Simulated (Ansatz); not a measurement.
# CdTe: a single-point run

Wanted: a converged single-point run for CdTe, and a check of what comes out. The structure is shown as the input types it. The cell is built on a prototype (CsCl type) and needn't be the phase found in nature.

Program: Ansatz 0.2.0. Level of theory: density functional or hybrid calculation with the settings of its input, plane waves (as first typed). These are calculated values, not measurements.

7 further runs of the same task are left out: 7 that didn't finish.

**1. The starting structure**

Symmetry: Pm-3m, No. 221, cubic system. The conventional cell has a = 3.761 Å, b = 3.761 Å, c = 3.761 Å, α = 90.00°, β = 90.00°, γ = 90.00°. Around Cd (site symmetry m-3m) lie 8 Te at 3.26 Å. Around Te (site symmetry m-3m) lie 8 Cd at 3.26 Å.

The input asks for a charge of -0.05 e on the cell.

Coordinates:

```cif
data_structure
_symmetry_space_group_name_H-M 'P 1'
_symmetry_Int_Tables_number 1
_cell_length_a 3.7611
_cell_length_b 3.7611
_cell_length_c 3.7611
_cell_angle_alpha 90.000
_cell_angle_beta 90.000
_cell_angle_gamma 90.000
_cell_volume 53.20
loop_
_atom_site_label
_atom_site_type_symbol
_atom_site_fract_x
_atom_site_fract_y
_atom_site_fract_z
_atom_site_occupancy
Cd1 Cd 0.00000 0.00000 0.00000 1
Te1 Te 0.50000 0.50000 0.50000 1
```

**2. Input and run**

input.yaml reads:

```yaml
crystal:
  lattice:
    - [3.761075369, 0.0, 0.0]
    - [0.0, 3.761075369, 0.0]
    - [0.0, 0.0, 3.761075369]
  atoms:
    - { symbol: Cd, position: [0.0, 0.0, 0.0] }
    - { symbol: Te, position: [0.5, 0.5, 0.5] }
kpoints:
  mp_grid: { grid: [4, 4, 4] }
hamiltonian:
  xc: hse06
scf:
  occupations: { method: fermi_dirac, width: 0.02 }
  n_extra_bands: 4
  max_iter: 89
output:
  forces: true
  stress: true
  eigenvalues: true
total_charge: -0.05
```

Launch:

```bash
ansatz run input.yaml --threads 4 --pin off --max-ram 3686MiB --backend cpu --events-out ev --progress --plain --runs-dir out
```

What happens when this is run?

The run converged and reported no error, with warnings (filled band counts differ across k points, stress exchange threshold loose, stress scf threshold loose). Its log warns: «output.stress: scf.convergence.dr2_threshold = 1e-7 eV (the SCF's general default) is looser than the 2e-10 eV advised for a printed stress (1e-10 eV for each atom of the ...»

In the input, total_charge is -0.05. The net charge is not the one intended, so the run treats another number of electrons.

The test: delete total_charge (the default then holds).
